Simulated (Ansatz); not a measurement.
Crystal: Si2Mo.

```
Mo Si
1.0
    -1.60000    1.60000    3.93050
     1.60000   -1.60000    3.93050
     1.60000    1.60000   -3.93050
Mo Si
1 2
Direct
  0.00000 0.00000 0.00000
  0.66700 0.66700 0.00000
  0.33300 0.33300 0.00000
```

```yaml
Program: Ansatz 0.2.0
Task: relaxation of cell and atoms
Functional: RPBE
Potentials_or_basis: Ansatz PAW
Cutoff: "420 eV (not typed: the program's choice for these potentials)"
k_mesh: 12 × 12 × 12
Occupations: fermi-dirac, width 0.05 eV
Spin: no spin polarisation
```

At the start: volume 13.42 Å³/atom.

Task: How do energy, volume and symmetry change on relaxing?

Result: It ends after 6 steps and the volume is 13.75 Å³/atom (+2.5 %); space group I4/mmm (No. 139, to 0.05 Å).

The path:
| step | energy change (eV) | largest force (eV/Å) | volume (Å³) |
| --- | --- | --- | --- |
| 1 | 0.0000 | 0.2523 | 40.25 |
| 2 | -0.0174 | 0.1066 | 41.46 |
| 3 | -0.0190 | 0.0452 | 41.28 |
| 4 | -0.0191 | 0.0118 | 41.24 |
| 5 | -0.0191 | 0.0002 | 41.25 |
| 6 | -0.0194 | 0.0002 | 41.25 |

Final structure:
```
Mo Si
1.0
    -1.61535    1.61535    3.95258
     1.61535   -1.61535    3.95258
     1.61535    1.61535   -3.95258
Mo Si
1 2
Direct
  0.00000 0.00000 0.00000
  0.66493 0.66493 0.00000
  0.33507 0.33507 0.00000
```

Caveat: the plane-wave basis is chosen anew once the cell has moved, so the energies of steps on either side of that aren't comparable; the PAW data sets come from PBE, with cores solved anew for the run's functional, which leaves a small shift of forces and pressure.
